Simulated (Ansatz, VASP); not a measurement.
**GaN: VASP beside Ansatz**

Contents of INCAR:

```
  PREC = Accurate
  ENCUT = 520
  EDIFF = 1E-6
  ISMEAR = -1
  SIGMA = 0.02
  LREAL = F
  LASPH = T
  NELM = 80
  ALGO = Normal
  ISIF = 2
  LWAVE = F
  LCHARG = F
  GGA = PS
  NBANDS = 16
```

Contents of KPOINTS:

```
regular mesh
0
Gamma
  10 10 10
```

POSCAR

```
GaN
1.0
    0.0000000000      1.9791271138      1.9791271138
    1.9791271138      0.0000000000      1.9791271138
    1.9791271138      1.9791271138      0.0000000000
Ga N
1 1
Direct
    0.5000000000      0.5000000000      0.5000000000
    0.0000000000      0.0000000000      0.0000000000
```

Input for Ansatz:

```yaml
crystal:
  lattice:
    - [0.0, 1.9791271138, 1.9791271138]
    - [1.9791271138, 0.0, 1.9791271138]
    - [1.9791271138, 1.9791271138, 0.0]
  atoms:
    - { symbol: Ga, position: [0.5, 0.5, 0.5] }
    - { symbol: "N", position: [0.0, 0.0, 0.0] }
kpoints:
  mp_grid: { grid: [10, 10, 10] }
  band_path:
    path:
      - [0.0, 0.0, 0.0]
      - [0.5, 0.0, 0.5]
      - [0.625, 0.25, 0.625]
      - [0.375, 0.375, 0.75]
      - [0.0, 0.0, 0.0]
      - [0.5, 0.5, 0.5]
      - [0.5, 0.25, 0.75]
      - [0.5, 0.0, 0.5]
    npoints: 5
scf:
  occupations: { method: fermi_dirac, width: 0.02 }
hamiltonian:
  xc: pbesol
  pseudopotentials: { kind: all_electron, lapw: { basis_error: 0.00025 } }
output:
  forces: true
  stress: true
  eigenvalues: true
```

Change from the starting cell: volume scaled by 0.98.

Alike in both runs: task single point; functional PBEsol; k mesh 10 × 10 × 10; occupations fermi-dirac, width 0.02 eV; no spin polarisation.

|  | VASP | Ansatz |
| --- | --- | --- |
| version | VASP 6.6.1 | Ansatz 0.2.0 |
| potentials or method | VASP PAW PBE potentials, release 64 (Ga_d, N) | all-electron LAPW, scalar-relativistic |
| plane-wave cutoff (eV) | 520 | see its input |

Ansatz gave:

```
gap on the k mesh at the Fermi level (eV) : 1.89
pressure (GPa)                            : 68.7
```

Q: Which values does VASP return?

A: gap on the k mesh at the Fermi level (eV): 1.87; pressure (GPa): 69.4.

Ansatz ran all-electron here, so the differences hold the error of VASP's frozen core and of both bases.

Caveats: the cell as given lies far from equilibrium; so large a pressure means that the cell lies far from this level's equilibrium, or that cutoff or potentials fall short (VASP); the potentials were made for another functional, which shifts forces and pressure (VASP). A k mesh can miss the band edges.
